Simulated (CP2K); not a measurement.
## NaF (Villiaumite) under changes of volume

One of the cells (12.487 Å³/atom); the others are scaled copies at fixed shape and fractional positions:

```
Na F
1.0
     3.28098    0.00000    0.00000
     1.64049    2.84141    0.00000
     1.64049    0.94714    2.67891
Na F
1 1
Direct
  0.00000 0.00000 0.00000
  0.50000 0.50000 0.50000
```

| Item | Value |
| --- | --- |
| Program | CP2K 2026.2 |
| Functional | PBEsol |
| Potentials or basis | POTENTIAL_UZH Na GTH-PBE-q9, F GTH-PBE-q7; TZVP-MOLOPT-PBE-GTH basis |
| Density cutoff | 18368 eV |
| k mesh | 10 × 10 × 10 |
| Occupations | gaussian, width 0.05 eV |
| Spin | no spin polarisation |

| volume (Å³/atom) | energy over the lowest point (meV/atom) | pressure (GPa) | gap on the mesh (eV) |
| --- | --- | --- | --- |
| 11.738 | ? | ? | ? |
| 11.988 | 4.58 | 2.7 | 6.33 |
| 12.237 | 1.64 | 1.6 | 6.22 |
| 12.487 | 0.05 | 0.5 | 6.11 |
| 12.737 | 0.00 | -0.4 | 6.01 |
| 12.987 | 1.33 | -1.3 | 5.92 |
| 13.236 | 3.89 | -2.0 | 5.82 |

Problem. What does the run at 11.738 Å³/atom give?

Solution. Energy over the lowest point 9.83 meV/atom; pressure 4.0 GPa; gap on the mesh 6.45 eV.

Worked out: A Birch-Murnaghan fit of order 3 (a polynomial in V^(-2/3)) to the other rows has its minimum at 12.63 Å³/atom with B0 = V·E''(V) = 45 GPa (rough, since the energies scatter). It gives 9.13 meV/atom at 11.738 Å³/atom, against the run's 9.83, and -dE/dV = 3.4 GPa, against 4.0. A straight line through the other rows of the gap, of slope -5.12 eV per unit of ln V (its deformation potential), extrapolates to 6.43 eV, against the run's 6.45.

Energies are extrapolated to zero smearing.

Caveats: the potentials were made for another functional, which shifts forces and pressure; the basis of atomic orbitals isn't converged, which shifts pressures, moduli and gaps.

A mesh can miss the band edges.
